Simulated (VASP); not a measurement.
Set up this calculation in VASP 6.6.1, as the native input.

```yaml
Task: single point
Functional: PBE
Potentials_or_basis: VASP PAW PBE potentials, release 64 (O, H, C)
Cutoff: 520 eV
k_mesh: 1 × 1 × 1
Occupations: fermi-dirac, width 0.05 eV
Spin: no spin polarisation
Dipole_correction: no
Further_INCAR_settings: LREAL = Auto; ALGO = Normal; EDIFF = 1e-06; NBANDS = 38
```

The structure of H12CO5 lies in POSCAR:

```
H12CO5
1.0
    5.3085660000      0.0000000000      0.0000000000
    0.0000000000      5.3085660000      0.0000000000
    0.0000000000      0.0000000000      5.3085660000
O H C
5 12 1
Direct
    0.0395775432      0.3031327104      0.3024545612
    0.4017845874      0.3987329158      0.9595811750
    0.5952454957      0.1854549797      0.4674897138
    0.1695184726      0.7776864788      0.5652373918
    0.5811738989      0.7839970342      0.1547875641
    0.0855598292      0.4665478398      0.3806677736
    0.1674086750      0.3164696455      0.1550701263
    0.4732728198      0.3441984144      0.7902322397
    0.4772852028      0.5568547137      1.0200306448
    0.7640104691      0.2311547035      0.4437168154
    0.5093089169      0.2402720433      0.3118544631
    0.2281783819      0.9482221753      0.4882109406
    0.2898522878      0.7589055123      0.6987009298
    0.8524712700      1.0043766998     -0.0019590978
    0.6123876015      0.8804449262      0.3214615774
    0.9622749345      0.7260341117      0.1582536602
    0.8415832072      0.7110018035     -0.1555222258
    0.8347263649      0.8061310719      0.0244133727
```

The cell was built by a generator and needn't be a form met in nature.

These files were run (other wordings do the same):

INCAR

```
SYSTEM = H12CO5
PREC = Accurate
ENCUT = 520
EDIFF = 1E-6
ISMEAR = -1
SIGMA = 0.05
LREAL = Auto
LASPH = .True.
NELM = 100
ALGO = Normal
ISIF = 2
LWAVE = .False.
LCHARG = .False.
GGA = PE
NBANDS = 38
```

KPOINTS

```
Automatic mesh
0
Gamma
  1 1 1
  0 0 0
```

Potentials or basis: VASP PAW PBE potentials, release 64 (O, H, C).

Run with:

```console
$ cat potpaw_PBE.64/O/POTCAR potpaw_PBE.64/H/POTCAR potpaw_PBE.64/C/POTCAR > POTCAR
$ mpirun -np 1 vasp_gam > vasp.out
```

It gave:

```json
{
 "Pressure": "0.3 GPa",
 "Largest force": "3.110 eV/Å",
 "Band gap on the k mesh": "4.78 eV, direct"
}
```

It took 16 s on 1 thread of Intel(R) Xeon(R) Platinum 8488C (Sapphire Rapids), with other jobs on the host, peak memory 0.23 GiB.
